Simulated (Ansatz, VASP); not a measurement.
## One calculation of CuI, two programs

Contents of POSCAR:

```
CuI
1.0
    0.0000000000      3.0120290197      3.0120290197
    2.9099212359      0.0000000000      3.0120290197
    2.9099212359      3.0120290197      0.0000000000
Cu I
1 1
Direct
    0.0000000000      0.0000000000      0.0000000000
    0.2500000000      0.2500000000      0.2500000000
```

The input INCAR.step1:

```
SYSTEM = CuI
PREC     = Accurate       ! precision mode
ENCUT    = 520            ! plane-wave cutoff, eV
ISMEAR   = 0              ! smearing method
SIGMA    = 0.01           ! smearing width, eV
LREAL    = .FALSE.        ! projectors in reciprocal space
LASPH    = .TRUE.         ! aspherical terms in the spheres
NELM     = 100            ! most SCF steps
NBANDS   = 16             ! bands
GGA      = PE             ! functional
ALGO     = Normal         ! electronic algorithm
EDIFF    = 1E-4           ! SCF threshold, eV
LWAVE    = .TRUE.         ! write WAVECAR
LCHARG   = .FALSE.        ! write CHGCAR
```

File INCAR.step2:

```
SYSTEM = CuI
PREC     = Accurate       ! precision mode
ENCUT    = 520            ! plane-wave cutoff, eV
EDIFF    = 1E-6           ! SCF threshold, eV
ISMEAR   = 0              ! smearing method
SIGMA    = 0.01           ! smearing width, eV
LREAL    = .FALSE.        ! projectors in reciprocal space
LASPH    = .TRUE.         ! aspherical terms in the spheres
NELM     = 100            ! most SCF steps
ALGO     = Normal         ! electronic algorithm
ISIF     = 2              ! what is computed and relaxed
LWAVE    = .FALSE.        ! write WAVECAR
LCHARG   = .FALSE.        ! write CHGCAR
METAGGA  = R2SCAN         ! meta-GGA
LMIXTAU  = .TRUE.       
NBANDS   = 16             ! bands
ISTART   = 1
```

KPOINTS

```
Automatic mesh
0
G
  8 8 8
  0 0 0
```

Input for Ansatz:

```yaml
crystal:
  lattice:
    - [0.0, 3.0120290197, 3.0120290197]
    - [2.9099212359, 0.0, 3.0120290197]
    - [2.9099212359, 3.0120290197, 0.0]
  atoms:
    - { symbol: Cu, position: [0.0, 0.0, 0.0] }
    - { symbol: I, position: [0.25, 0.25, 0.25] }
kpoints:
  mp_grid: { grid: [8, 8, 8] }
  band_path:
    path:
      - [0.0, 0.0, 0.0]
      - [-0.5, -0.5, 0.0]
      - [-0.375, -0.375, 0.25]
      - [-0.375, 0.0, 0.375]
      - [0.0, 0.0, 0.5]
      - [-0.5, -0.25, 0.25]
    npoints: 1
hamiltonian:
  xc: r2scan
scf:
  occupations: { method: fixed }
  n_extra_bands: 4
output:
  forces: true
  stress: true
  eigenvalues: true
```

Change from the starting cell: uniaxial_x strain -3.4%.

Alike in both runs: task single point; functional r2SCAN; k mesh 8 × 8 × 8; no spin polarisation.

|  | VASP | Ansatz |
| --- | --- | --- |
| version | VASP 6.6.1 | Ansatz 0.2.0 |
| potentials or method | VASP PAW PBE potentials, release 64 (Cu, I) | plane waves, PAW |
| plane-wave cutoff (eV) | 520 | 500 |
| occupations | gaussian, width 0.01 eV | fixed |
| valence electrons in the cell | 18 | 36 |

```tsv
	VASP	Ansatz	Ansatz less VASP
gap on the k mesh at the Fermi level (eV)	1.74	1.73	-0.006
pressure (GPa)	1.6	1.6	+0.04
largest component of the traceless stress (GPa)	0.38	0.38	+0.003
```

The two sets of potentials don't hold the same shells in valence.

Caveats: the PAW data sets were made with another functional, which shifts forces and pressure a little (VASP); spin-orbit coupling is left out, which moves the levels of the heavy elements.
